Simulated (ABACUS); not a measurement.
## P in ABACUS: the effect of dispersion

Crystal: P.

```xyz
4
Lattice="1.6587 -5.5012 0.0000 1.6587 5.5012 0.0000 0.0000 0.0000 4.5737" Properties=species:S:1:pos:R:3 pbc="T T T"
P     1.6587   -4.4466    2.6931
P     1.6587    4.4466    1.8806
P     1.6587   -1.0547    0.4062
P     1.6587    1.0547    4.1675
```

The cell isn't the ideal one: volume scaled by 1.02.

Alike in all runs:

| Property | Result |
| --- | --- |
| Program | ABACUS 3.10.1 |
| Task | equation of state |
| Functional | PBEsol |
| Potentials or basis | PseudoDojo NC SR 0.4.1 PBE standard |
| Cutoff | 1361 eV |
| Density cutoff | 5442 eV |
| Basis | DZP LCAO (the cutoffs set its grid) |
| k mesh | 6 × 6 × 4 |
| Occupations | fermi-dirac, width 0.05 eV |
| Spin | no spin polarisation |

```tsv
dispersion	pressure (GPa)
none	?
D3	-0.2
D3(BJ)	-1.5
D3(BJ)+ABC	-1.3
```

Task: What does the run with dispersion none give?

Result: Pressure 0.6 GPa.

Caveats: the atomic orbitals were generated for these runs and aren't a published set; the potentials were made for another functional, which shifts forces and pressure; the basis of atomic orbitals isn't converged, which shifts pressures, moduli and gaps.
